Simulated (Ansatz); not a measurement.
Ansatz input file:

```yaml
crystal:
  lattice:
    - [0.0, 2.232574575, 2.232574575]
    - [2.232574575, 0.0, 2.232574575]
    - [2.232574575, 2.232574575, 0.0]
  atoms:
    - { symbol: Nb, position: [0.5, 0.5, 0.5] }
    - { symbol: "N", position: [0.0, 0.0, 0.0] }
basis:
  ecutwfc: 420
kpoints:
  mp_grid: { grid: [16, 16, 16] }
hamiltonian:
  xc: pbesol
scf:
  occupations: { method: gaussian, width: 0.1 }
output:
  forces: true
  stress: true
  eigenvalues: true
```

Run as
```bash
ansatz run input.yaml --threads 1 --pin off --max-ram 1331MiB --backend cpu --events-out ev --progress --plain --runs-dir out
```

All numbers below come from DFT PBEsol, scalar-relativistic, plane waves, PAW in Ansatz.

Part of what the program printed, abridged (final results; tables in files aren't shown):

```
SCF 1 converged in 6 iterations: F = -4876.181303 eV  dr2 = 9.40e-11
SCF converged after 6 iterations
Free energy (F): -4876.181303 eV
Harris-Foulkes:  -4876.181303 eV  (|F-HF|=1.02e-10)
Internal energy: -4876.174731 eV  (E = F + TS)
E sigma→0 (E₀):  -4876.178017 eV
Entropy (-TS):   -0.006572 eV (-3.286 meV/atom)
Fermi energy:    19.379539 eV
--- Per-component energies (eV) ---
  E_band       = -29.217095
  E_kinetic    = 524.127352
  E_local      = -756.055153  (includes V_loc(G=0)·N_el)
  E_nonlocal   = 165.310892
  E_hartree    = 226.488281
  E_xc         = -234.317291
  E_vxc        = -289.000365  (∫ρ·V_xc dr)
  E_paw        = -3139.304155  (= ΣΔE_a)
  E_vpaw       = -126.576460  (= ΣTr[D̂ρ^β])
  E_aug_tail   = 0.000095  (compensation charges beyond the density's cutoff)
  E_ewald      = -1662.641560
  E_core_change = 0.216808  (= ΣΔE_core)
  E_smearing   = -0.006572  (= −TS)
--- Forces (eV/Å), atoms counted from 1 ---
  atom   1  Nb     0.00000000     0.00000000     0.00000000
  atom   2  N      0.00000000     0.00000000     0.00000000
--- Stress (GPa, compression-positive) ---
      -16.889045       0.000000       0.000000
        0.000000     -16.889045       0.000000
        0.000000       0.000000     -16.889045
  P = ⅓ Tr σ = -16.8890 GPa (-168.890 kbar)
--- Band table (eV; the first three rows and the last of 145) ---
  k-point 0: bands = ["-36.9203", "-12.6553", "-12.6553", "-12.6553", "2.1279", "16.1950", "16.1950", "16.1950", "17.4745", "17.4745", "17.4745", "19.2084", "19.2084", "22.1603", "28.6982", "41.2336", "41.2336"]
  k-point 1: bands = ["-36.9161", "-12.6922", "-12.6584", "-12.6584", "2.2066", "15.7271", "15.8432", "15.8432", "17.6164", "17.6164", "17.7218", "19.5958", "19.5958", "22.3993", "28.9403", "40.3401", "40.7719"]
  k-point 2: bands = ["-36.9042", "-12.7959", "-12.6672", "-12.6672", "2.4331", "14.8120", "15.1550", "15.1550", "17.9266", "17.9266", "18.0888", "20.4969", "20.4969", "23.0183", "29.5991", "38.7427", "39.5339"]
  k-point 144: bands = ["-36.7730", "-13.1775", "-13.1775", "-12.9788", "3.4485", "12.9578", "13.5162", "13.5162", "19.2829", "19.2829", "21.9953", "22.4977", "23.6235", "30.4288", "30.7250", "30.7250", "34.5643"]
```

The calculation finished and met its thresholds.